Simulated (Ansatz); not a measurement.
# ZnSe: the change of smallest direct gap on path with volume per atom

Periodic Kohn-Sham DFT of a crystal at fixed atoms; Kohn-Sham levels at symmetry points; band -1 is the highest filled and +1 the lowest empty one at that point, spin up along a +z start moment. The results are calculated, by Ansatz 0.2.0.

Cell of the first row (space group F-43m, No. 216):
```
ZnSe
1.0
      0.0000     2.7760     2.7760
      2.7760     0.0000     2.7760
      2.7760     2.7760     0.0000
Zn Se
1 1
Direct
  0.00000 0.00000 0.00000
  0.75000 0.75000 0.75000
```

Settings of every row: method all-electron LAPW; functional LDA; relativity scalar; k mesh 8x8x8; filling fermi-dirac; smearing width 0.03 eV; basis error target 0.25 meV/atom; nucleus gaussian.

Atom start moment: 0 on all atoms.

Limits: semilocal functionals tend to give too small a gap; no spin-orbit coupling, which shifts gaps with heavier elements (ZnSe).

```
row  volume per atom (Å³)  smallest direct gap on path (eV)  band gap (eV)
  1                21.391                             1.285          1.285
  2                21.846                             1.198          1.198
  3                22.301                             1.113          1.113
  4                22.529                                 ?              ?
  5                22.757                             1.032          1.032
  6                22.984                             0.992          0.992
  7                23.212                             0.954          0.954
  8                23.667                             0.878          0.878
  9                24.122                             0.806          0.806
```

Question: what smallest direct gap on path should row 4 give?

Worked fit of smallest direct gap on path. Take t = volume per atom − 23, in Å³. The shown rows have t = -1.609, -1.154, -0.699, -0.243, -0.016, 0.212, 0.667, 1.122. Least squares give smallest direct gap on path = 0.9896 − 0.17189 × t + 0.0073 × t² eV; a straight line predicts inner rows, each left out in turn, worse (root mean square 0.0044 against 0.00044 eV). The rows lie off it by 0.000, 0.000, 0.000, 0.000, 0.000, 0.001, 0.000, 0.000. The withheld row has t = -0.471, so the fit gives 0.9896 − 0.17189 × (-0.471) + 0.0073 × (-0.471)² = 1.072 eV.

The calculation gave 1.072 eV. The fit meets it to the printed digit.

The other values of row 4: band gap 1.072 eV.
